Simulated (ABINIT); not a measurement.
The system is Si2Ni.

```
CELL_PARAMETERS angstrom
0.00000 2.70300 2.70300
2.70300 0.00000 2.70300
2.70300 2.70300 0.00000
ATOMIC_POSITIONS crystal
Ni 0.00000 0.00000 0.00000
Si 0.75000 0.75000 0.75000
Si 0.25000 0.25000 0.25000
```

Base run:

| Property | Result |
| --- | --- |
| Program | ABINIT 10.8.3 (patched build) |
| Functional | PBE |
| Potentials or basis | JTH PAW PBE v2.0 |
| Cutoff | 1333 eV |
| k mesh | 7 × 7 × 7 |
| Occupations | fermi-dirac, width 0.05 eV |
| Spin | collinear spin, ferromagnetic start |
| Starting moments | [1.0, 0.0, 0.0] μB |

Its results: band gap on the k mesh none (metal or under the smearing width); pressure 3.2 GPa; net moment 0.00 μB per cell.

Problem. The run is repeated on the same cell with these changes: functional from PBE to AM05. What comes out?

Solution. Band gap on the k mesh none (metal or under the smearing width); pressure -2.5 GPa; net moment 0.00 μB per cell.

AM05 binds more tightly than PBE, so the same cell stands under less pressure.

Caveats: small starting moments can end in a higher magnetic state in this program; the PAW data sets were made with another functional, which shifts forces and pressure a little (some runs).
